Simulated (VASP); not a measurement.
## Gap, carriers and strain in SbAs (Fm-3m)

The runs below take SbAs at its given cell and follow the band edges through several levels. The cell is generated by rule, not measured, and may not be a known phase.

Main program and level: VASP 6.6.1; PBEsol; plane waves and PAW (As, Sb), in the first sound run; inputs show where later runs differ.

The structure was built from a prototype and need not be the compound's stable phase.

**1. Starting point**

The structure is cubic, space group Fm-3m (No. 225). The conventional cell has a = 5.900 Å, b = 5.900 Å, c = 5.900 Å, α = 90.00°, β = 90.00°, γ = 90.00°. As has 6 Sb at 2.95 Å nearest. Sb has 6 As at 2.95 Å nearest. Farther neighbours are not listed.

Coordinates:

```xyz
2
Lattice="0.0000 2.9500 2.9500 2.9500 0.0000 2.9500 2.9500 2.9500 0.0000" Properties=species:S:1:pos:R:3 pbc="T T T"
As    0.0000    0.0000    0.0000
Sb    2.9500    2.9500    2.9500
```

**2. Relaxation of the atoms**

The cell is kept as given; the atoms are relaxed first, so that no residual force shifts the band edges.

Input file INCAR:

```
SYSTEM = SbAs
PREC = Accurate
ENCUT = 400
EDIFF = 1E-06
NELM = 100
ISMEAR = 0
SIGMA = 0.02
LREAL = .FALSE.
ALGO = Normal
GGA = PS
NBANDS = 11
LORBIT = 11
LWAVE = .FALSE.
LCHARG = .FALSE.
KPAR = 4
IBRION = 2
NSW = 40
ISIF = 2
EDIFFG = -0.005
```

Input file POSCAR:

```
SbAs
1.0
    0.0000000000      2.9500000000      2.9500000000
    2.9500000000      0.0000000000      2.9500000000
    2.9500000000      2.9500000000      0.0000000000
As Sb
1 1
Direct
    0.0000000000      0.0000000000      0.0000000000
    0.5000000000      0.5000000000      0.5000000000
```

Input file KPOINTS:

```
Automatic mesh
0
Gamma
8 8 8
0 0 0
```

PAW data sets: As and Sb (PBE family, release 64).

Run with:

```
mpirun -np 4 vasp_std
```

What it wrote:

```text
[banner, memory and clock lines left out]
running    4 mpi-ranks, on    1 nodes
 distrk:  each k-point on    1 cores,    4 groups
 distr:  one band on    1 cores,    1 groups

 POSCAR found type information on POSCAR AsSb
 POSCAR found :  2 types and       2 ions
|                                                                             |
|               ----> ADVICE to this user running VASP <----                  |
|                                                                             |
|     You enforced a specific xc type in the INCAR file but a different       |
|     [... a line on the potential file left out ...]
|     I HOPE YOU KNOW WHAT YOU ARE DOING!                                     |
|                                                                             |

 LDA part: xc-table for (Slater+PW92), standard interpolation
 POSCAR, INCAR and KPOINTS ok, starting setup
 FFT: planning ... GRIDC
 FFT: planning ... GRID_SOFT
 FFT: planning ... GRID
 WAVECAR not read
 entering main loop
       N       E                     dE             d eps       ncg     rms          rms(c)
DAV:   1     0.184673696163E+02    0.18467E+02   -0.34808E+03   638   0.605E+02
DAV:   2    -0.844255124304E+01   -0.26910E+02   -0.25649E+02   843   0.984E+01
DAV:   3    -0.963182651566E+01   -0.11893E+01   -0.11858E+01   766   0.200E+01
DAV:   4    -0.964019858866E+01   -0.83721E-02   -0.83710E-02   731   0.207E+00
DAV:   5    -0.964026970058E+01   -0.71112E-04   -0.71112E-04   747   0.209E-01    0.270E+00
DAV:   6    -0.956888085233E+01    0.71389E-01   -0.30883E-01   671   0.183E+00    0.159E+00
DAV:   7    -0.956808316470E+01    0.79769E-03   -0.27071E-02   743   0.825E-01    0.615E-01
DAV:   8    -0.956751610851E+01    0.56706E-03   -0.24972E-03   695   0.236E-01    0.996E-02
DAV:   9    -0.956748591450E+01    0.30194E-04   -0.53668E-04   698   0.107E-01    0.512E-02
DAV:  10    -0.956748400885E+01    0.19057E-05   -0.34889E-05   710   0.371E-02    0.116E-02
DAV:  11    -0.956748390588E+01    0.10298E-06   -0.51976E-06   713   0.112E-02
   1 F= -.95674839E+01 E0= -.95672429E+01  d E =-.956748E+01
 curvature:   0.00 expect dE= 0.000E+00 dE for cont linesearch  0.000E+00
 trial: gam= 0.00000 g(F)=  0.757E-61 g(S)=  0.000E+00 ort = 0.000E+00 (trialstep = 0.100E+01)
 search vector abs. value=  0.100E-09
 reached required accuracy - stopping structural energy minimisation
```

The job ended after 5.4 s (4 MPI ranks of AMD EPYC 7R43, shared host; peak memory 0.47 GiB; 18 s of CPU time).

Lines that name or quote the potential files are left out of all logs, and their timing lines are given in words.

Parts of OUTCAR (step 2):

```text
ion  position               nearest neighbor table
   1  0.000  0.000  0.000-   2 2.95   2 2.95   2 2.95   2 2.95   2 2.95   2 2.95
   2  0.500  0.500  0.500-   1 2.95   1 2.95   1 2.95   1 2.95   1 2.95   1 2.95

  LATTYP: Found a face centered cubic cell.
 ALAT       =     5.9000000000

 Subroutine GETGRP returns: Found 48 space group operations
 (whereof 48 operations were pure point group operations)

The static configuration has the point symmetry O_h .

 Found     29 irreducible k-points:

   k-points           NKPTS =     29   k-points in BZ     NKDIM =     29   number of bands    NBANDS=     11

   dimension x,y,z NGX =    28 NGY =   28 NGZ =   28
   dimension x,y,z NGXF=    56 NGYF=   56 NGZF=   56

   ENCUT  =  400.0 eV  29.40 Ry    5.42 a.u.   6.80  6.80  6.80*2*pi/ulx,y,z

   NELECT =      10.0000    total number of electrons

 k-points in reciprocal lattice and weights: Automatic mesh
   0.00000000  0.00000000  0.00000000       0.002
   0.12500000  0.00000000  0.00000000       0.016
   0.25000000  0.00000000  0.00000000       0.016
   0.37500000  0.00000000  0.00000000       0.016
   0.50000000  0.00000000  0.00000000       0.008
   0.12500000  0.12500000  0.00000000       0.012
   0.25000000  0.12500000  0.00000000       0.047
   0.37500000  0.12500000  0.00000000       0.047
   0.50000000  0.12500000  0.00000000       0.047
[...]
-0.37500000  0.50000000  0.12500000       0.023
  -0.25000000  0.50000000  0.25000000       0.012

 average (electrostatic) potential at core
       1 -48.4475       2 -86.7303

 E-fermi :   6.1900

 k-point     1 :       0.0000    0.0000    0.0000
  band No.  band energies     occupation
      1      -7.1810      2.00000
      2       0.9667      2.00000
      3       4.4402      2.00000
      4       4.4402      2.00000
      5       4.4402      2.00000
      6       9.6979      0.00000
      7       9.6979      0.00000
      8       9.6979      0.00000
      9      11.4779      0.00000
     10      11.4779      0.00000
    ...

 k-point     2 :       0.1250    0.0000    0.0000
  band No.  band energies     occupation
      1      -7.0030      2.00000
      2       0.2482      2.00000
      3       4.4722      2.00000
      4       4.4722      2.00000
      5       4.8180      2.00000
      6       8.9425      0.00000
      7       8.9425      0.00000
      8       9.0743      0.00000
      9      11.3885      0.00000
     10      11.8399      0.00000
    ...

 k-point     3 :       0.2500    0.0000    0.0000
  band No.  band energies     occupation
      1      -6.4767      2.00000
      2      -1.2169      2.00000
      3       4.6057      2.00000
      4       4.6057      2.00000
      5       5.3391      2.00000
      6       7.6622      0.00000
      7       7.6622      0.00000
      8       8.0000      0.00000
      9      11.8939      0.00000
     10      12.8604      0.00000
    ...

  Total       -1.4688611     -1.4688611     -1.4688611      0.0000000     -0.0000000      0.0000000
  in kB      -45.8347918    -45.8347918    -45.8347918      0.0000000     -0.0000000      0.0000000
  external PRESSURE =     -45.8347918 kB  Pullay stress =       0.0000000 kB

  energy-cutoff  :      400.00
  volume of cell :       51.34
      direct lattice vectors                 reciprocal lattice vectors
     0.000000000  2.950000000  2.950000000    -0.169491525  0.169491525  0.169491525
     2.950000000  0.000000000  2.950000000     0.169491525 -0.169491525  0.169491525
     2.950000000  2.950000000  0.000000000     0.169491525  0.169491525 -0.169491525

 POSITION                                       TOTAL-FORCE (eV/Angst)
 -----------------------------------------------------------------------------------
      0.00000      0.00000      0.00000        -0.000000     -0.000000     -0.000000
      2.95000      2.95000      2.95000         0.000000      0.000000      0.000000
 -----------------------------------------------------------------------------------
    total drift:                                0.000000      0.000000      0.000000

  FREE ENERGIE OF THE ION-ELECTRON SYSTEM (eV)
  ---------------------------------------------------
  free  energy   TOTEN  =        -9.5674839059 eV

  energy  without entropy=       -9.5670018050  energy(sigma->0) =       -9.56724286

 reached required accuracy - stopping structural energy minimisation

 total charge
# of ion       s       p       d       tot
------------------------------------------
    1        1.296   1.344   0.033   2.672
    2        1.237   1.034   0.043   2.314
--------------------------------------------------
tot          2.532   2.378   0.076   4.986

[... 3 further parts left out ...]
```

CONTCAR:

```
SbAs
   1.00000000000000
     0.0000000000000000    2.9500000000000002    2.9500000000000002
     2.9500000000000002    0.0000000000000000    2.9500000000000002
     2.9500000000000002    2.9500000000000002    0.0000000000000000
  As              Sb
     1     1
Direct
     0.0000000000000000    0.0000000000000000    0.0000000000000000
     0.5000000000000000    0.5000000000000000    0.5000000000000000
```

The k-mesh is coarse for a metal. The PAW data sets were made with PBE, which is usual practice but a small mismatch for other functionals. The run keeps the 48 symmetry operations of its start, so it cannot find a distortion of lower symmetry.

The forces vanish from the start, and no atom moves.

Numbers from this step:

- SCF cycles: 11
- electrons: 10
- bands: 11
- irreducible k-points: 29
- symmetry operations: 48
- free energy (TOTEN): -9.567 eV
- energy at zero smearing: -9.567 eV
- Fermi energy: 6.19 eV
- pressure: -4.583 GPa
- metallic: yes

**3. Bands on a dense mesh**

A dense even mesh and a path are solved together, since either alone can miss a band edge.

Edit INCAR of step 2 so:

```diff
@@ -10,3 +10,3 @@
 GGA = PS
-NBANDS = 11
+NBANDS = 17
 LORBIT = 11
@@ -15,5 +15,2 @@
 KPAR = 4
-IBRION = 2
-NSW = 40
 ISIF = 2
-EDIFFG = -0.005
```

POSCAR is that of step 2.

Input file KPOINTS:

```
Automatic mesh
0
Gamma
12 12 12
0 0 0
```

Input file KPOINTS_OPT:

```
Line mode
24
Line-mode
Reciprocal
  0.00000000   0.00000000   0.00000000 GAMMA
  0.50000000   0.00000000   0.50000000 X

  0.50000000   0.00000000   0.50000000 X
  0.50000000   0.25000000   0.75000000 W

  0.50000000   0.25000000   0.75000000 W
  0.37500000   0.37500000   0.75000000 K

  0.37500000   0.37500000   0.75000000 K
  0.00000000   0.00000000   0.00000000 GAMMA

  0.00000000   0.00000000   0.00000000 GAMMA
  0.50000000   0.50000000   0.50000000 L

  0.50000000   0.50000000   0.50000000 L
  0.62500000   0.25000000   0.62500000 U

  0.62500000   0.25000000   0.62500000 U
  0.50000000   0.25000000   0.75000000 W

  0.50000000   0.25000000   0.75000000 W
  0.50000000   0.50000000   0.50000000 L

  0.50000000   0.50000000   0.50000000 L
  0.37500000   0.37500000   0.75000000 K

  0.62500000   0.25000000   0.62500000 U
  0.50000000   0.00000000   0.50000000 X
```

Run with:

```
mpirun -np 4 vasp_std
```

What it wrote:

```text
[banner, memory and clock lines left out]
running    4 mpi-ranks, on    1 nodes
 distrk:  each k-point on    1 cores,    4 groups
 distr:  one band on    1 cores,    1 groups

 POSCAR found type information on POSCAR AsSb
 POSCAR found :  2 types and       2 ions
 [... a notice as in an earlier step ...]

 LDA part: xc-table for (Slater+PW92), standard interpolation
 POSCAR, INCAR and KPOINTS ok, starting setup
 FFT: planning ... GRIDC
 FFT: planning ... GRID_SOFT
 FFT: planning ... GRID
 WAVECAR not read
 entering main loop
       N       E                     dE             d eps       ncg     rms          rms(c)
DAV:   1     0.167774739927E+02    0.16777E+02   -0.31467E+03  2448   0.389E+02
DAV:   2    -0.852349225331E+01   -0.25301E+02   -0.24207E+02  3318   0.770E+01
DAV:   3    -0.963537794654E+01   -0.11119E+01   -0.11026E+01  2861   0.141E+01
DAV:   4    -0.964174871748E+01   -0.63708E-02   -0.63701E-02  3196   0.135E+00
DAV:   5    -0.964180534028E+01   -0.56623E-04   -0.56622E-04  2939   0.130E-01    0.271E+00
DAV:   6    -0.956639959882E+01    0.75406E-01   -0.31158E-01  2730   0.125E+00    0.157E+00
DAV:   7    -0.956619089346E+01    0.20871E-03   -0.14417E-02  3107   0.486E-01    0.731E-01
DAV:   8    -0.956561240461E+01    0.57849E-03   -0.16451E-03  2692   0.142E-01    0.692E-02
DAV:   9    -0.956556938440E+01    0.43020E-04   -0.65276E-04  2791   0.665E-02    0.441E-02
DAV:  10    -0.956557296681E+01   -0.35824E-05   -0.24135E-04  2644   0.428E-02    0.181E-02
DAV:  11    -0.956556050763E+01    0.12459E-04   -0.63135E-05  2615   0.227E-02    0.222E-03
DAV:  12    -0.956556067457E+01   -0.16694E-06   -0.33390E-06  2939   0.824E-03
   1 F= -.95655607E+01 E0= -.95654000E+01  d E =-.321354E-03
 Start KPOINTS_OPT (optional k-point list driver)
k-point batch [1-72\240]
       N       E                     dE             ncg
DAV:   1     0.206564497078E+04   -0.16791E+05     2448
DAV:   2     0.209299049635E+03   -0.18563E+04     3322
DAV:   3     0.140058216875E+03   -0.69241E+02     2954
DAV:   4     0.139644330119E+03   -0.41389E+00     3211
DAV:   5     0.139640245151E+03   -0.40850E-02     3069
DAV:   6     0.139640184379E+03   -0.60773E-04     3198
DAV:   7     0.139640183373E+03   -0.10058E-05     2594
DAV:   8     0.139640183265E+03   -0.10792E-06     2193
[...]
k-point batch [217-240\240]
       N       E                     dE             ncg
DAV:   1     0.142610873754E+05   -0.70359E+04      816
DAV:   2     0.136715751948E+05   -0.58951E+03     1187
DAV:   3     0.136534939519E+05   -0.18081E+02     1049
DAV:   4     0.136533845788E+05   -0.10937E+00     1072
DAV:   5     0.136533833389E+05   -0.12399E-02     1116
DAV:   6     0.136533833180E+05   -0.20840E-04     1047
DAV:   7     0.136533833176E+05   -0.38287E-06      949
```

The job ended after 45 s (4 MPI ranks; peak memory 0.64 GiB; 2.8 min of CPU time).

From OUTCAR (step 3):

```text
The static configuration has the point symmetry O_h .

 Found     72 irreducible k-points:

   k-points           NKPTS =     72   k-points in BZ     NKDIM =     72   number of bands    NBANDS=     17

   NELECT =      10.0000    total number of electrons

 E-fermi :   6.1116

 k-point     1 :       0.0000    0.0000    0.0000
  band No.  band energies     occupation
      1      -7.1829      2.00000
      2       0.9667      2.00000
      3       4.4378      2.00000
      4       4.4378      2.00000
      5       4.4378      2.00000
      6       9.6993      0.00000
      7       9.6993      0.00000
      8       9.6993      0.00000
      9      11.4781      0.00000
     10      11.4781      0.00000
    ...

 k-point     2 :       0.0833    0.0000    0.0000
  band No.  band energies     occupation
      1      -7.1037      2.00000
      2       0.6213      2.00000
      3       4.4511      2.00000
      4       4.4511      2.00000
      5       4.6312      2.00000
      6       9.3203      0.00000
      7       9.3203      0.00000
      8       9.3895      0.00000
      9      11.4025      0.00000
     10      11.6416      0.00000
    ...

  Total       -1.4316116     -1.4316116     -1.4316116     -0.0000000      0.0000000     -0.0000000
  in kB      -44.6724461    -44.6724461    -44.6724461     -0.0000000      0.0000000     -0.0000000
  external PRESSURE =     -44.6724461 kB  Pullay stress =       0.0000000 kB

 POSITION                                       TOTAL-FORCE (eV/Angst)
 -----------------------------------------------------------------------------------
      0.00000      0.00000      0.00000        -0.000000      0.000000     -0.000000
      2.95000      2.95000      2.95000         0.000000     -0.000000      0.000000
 -----------------------------------------------------------------------------------
    total drift:                                0.000000      0.000000      0.000000

  FREE ENERGIE OF THE ION-ELECTRON SYSTEM (eV)
  ---------------------------------------------------
  free  energy   TOTEN  =        -9.5655606746 eV

  energy  without entropy=       -9.5652393208  energy(sigma->0) =       -9.56540000

 total charge
# of ion       s       p       d       tot
------------------------------------------
    1        1.296   1.341   0.033   2.670
    2        1.238   1.036   0.043   2.317
--------------------------------------------------
tot          2.534   2.377   0.076   4.987

[... 6 parts as in an earlier step ...]

[... 6 further parts left out ...]
```

This step gave:

```yaml
scf_cycles: 12
bands: 17
irreducible_k_points: 72
free_energy_toten: -9.566 eV
energy_at_zero_smearing: -9.565 eV
fermi_energy: 6.112 eV
pressure: -4.467 GPa
```

Electronic bands along the path, in eV, zero at the Fermi level; # counts the bands kept, so #1 is VASP's band 2:

```
          point     #1     #2     #3     #4     #5     #6    #7    #8
              Γ  -5.14  -1.67  -1.67  -1.67   3.59   3.59  3.59  5.37
0.52 of the way  -7.09  -2.92  -2.92  -2.31   2.63   3.29  4.39  4.39
              X  -7.82  -5.90  -3.68  -3.68   2.41   5.47  5.47  7.15
0.52 of the way  -8.48  -5.65  -4.20  -2.35   3.23   3.44  5.74  6.71
              W  -9.04  -5.02  -5.02   0.01   0.42   5.44  5.44  6.57
0.52 of the way  -9.00  -5.34  -4.22  -1.44   1.90   4.50  5.42  6.20
              K  -8.98  -5.44  -3.10  -2.78   3.36   3.69  4.54  6.37
0.52 of the way  -7.59  -3.21  -0.66   0.27   0.29   0.41  4.22  5.56
              Γ  -5.14  -1.67  -1.67  -1.67   3.59   3.59  3.59  5.37
0.48 of the way  -7.19  -1.53  -1.53  -0.81   1.66   1.66  1.98  5.70
              L  -9.88  -0.88  -0.88  -0.23  -0.18  -0.18  0.57  8.77
0.48 of the way  -9.63  -3.59  -2.12  -1.67   1.44   1.86  3.63  6.84
              U  -8.98  -5.44  -3.10  -2.78   3.36   3.69  4.54  6.37
0.48 of the way  -9.00  -5.34  -4.22  -1.44   1.90   4.50  5.42  6.20
              W  -9.04  -5.02  -5.02   0.01   0.42   5.44  5.44  6.57
0.48 of the way  -9.50  -3.82  -3.62  -0.21   0.10   3.60  4.20  6.74
              L  -9.88  -0.88  -0.88  -0.23  -0.18  -0.18  0.57  8.77
0.48 of the way  -9.63  -3.59  -2.12  -1.67   1.44   1.86  3.63  6.84
              K  -8.98  -5.44  -3.10  -2.78   3.36   3.69  4.54  6.37
      jump to U  -8.98  -5.44  -3.10  -2.78   3.36   3.69  4.54  6.37
0.48 of the way  -8.23  -5.78  -3.52  -3.39   2.96   4.69  4.94  6.92
              X  -7.82  -5.90  -3.68  -3.68   2.41   5.47  5.47  7.15
```

Of the projections kept (As, Sb), the largest for each band there; the rest of the weight can lie on other orbitals:

```
point       #1       #2       #3       #4       #5       #6       #7       #8
    Γ  Sb 0.51  As 0.61  As 0.61  As 0.61  Sb 0.61  Sb 0.61  Sb 0.61  Sb 0.62
    X  Sb 0.71  As 0.50  As 0.54  As 0.54  Sb 0.60  As 0.50  As 0.50  As 0.63
    W  Sb 0.96  As 0.51  As 0.51  As 0.81  Sb 0.83  As 0.79  As 0.79  Sb 0.67
    K  Sb 0.88  As 0.51  As 0.55  Sb 0.52  Sb 0.53  As 0.64  Sb 0.79  As 0.66
    Γ  Sb 0.51  As 0.61  As 0.61  As 0.61  Sb 0.61  Sb 0.61  Sb 0.61  Sb 0.62
    L  Sb 0.91  As 0.94  As 0.94  Sb 0.57  Sb 0.93  Sb 0.93  As 0.54  As 0.67
```

The electronic bands as a text plot (rows in eV, shown from -8.0 to 5.4 only):

```
    5.1 |**    ** *  **  * **  ******        ** ** **        * *
    4.5 |    **        **    *                 **   *      *  **
    4.0 |  ** *    **   *     ***              *     *        *
    3.4 |**  *           *       ***        * **     *       **
    2.9 |    ***   *    ***         *        **       *   * ** *
    2.3 | *     *** *     *     *    *     * *  *     *    **   *
    1.7 |              *   *   *      *     *          *   *
    1.2 |   *        *     **         **   **    *       **
    0.6 |  *          *     ***        *****      **   ****
    0.1 |  *                 **         ***       ********
   -0.5 |   *        **      * *      *****      *   *****
   -1.0 | *            *    * ***   **  ****            ***
   -1.6 |*          *      **   ********   **   *      * **
   -2.2 | ** *          * **   **           **             **
   -2.7 |   **     *     **                * ***      *   * **
   -3.3 |     **  *          **                *     *       ***
   -3.8 |     * ****    *   *               *   *    *     *   **
   -4.4 |      *    *  *   *                 *   *  *
   -4.9 |*           **   *       *           *   **        *
   -5.5 | *     *  *** ***       * *           ***           **
   -6.1 |  *     **             *   *                          **
   -6.6 |   *                  *     *
   -7.2 |    *                *
   -7.7 |     *****          *        *                         *
         Γ       X    W  K        Γ      L     U  W     L   K|U X
```

At -4.5 GPa the cell is away from the equilibrium volume of this level: left free, it would shrink.

(Part 1 of 3 ends here.)

[Lines on the potential files, build, host, timing and source positions are cut from VASP's logs without a mark.]

[Logs are printed without paths, hosts, clocks, repeated set-up lines and the standing remarks that a program may print on its own settings, such as how far it seeks lower states.]

[Hosts, paths, dates, database ids (printed as entryN), source tags and the programs' standing remarks are cut or masked in the printed files.]

[In band tables of VASP the shares of atoms and orbitals are scaled to a sum of 1 inside the atoms' spheres.]

[Gaps and slopes under strain along one axis are those of the sampled path and mesh points; where strain splits equal valleys, another of them can be the edge.]
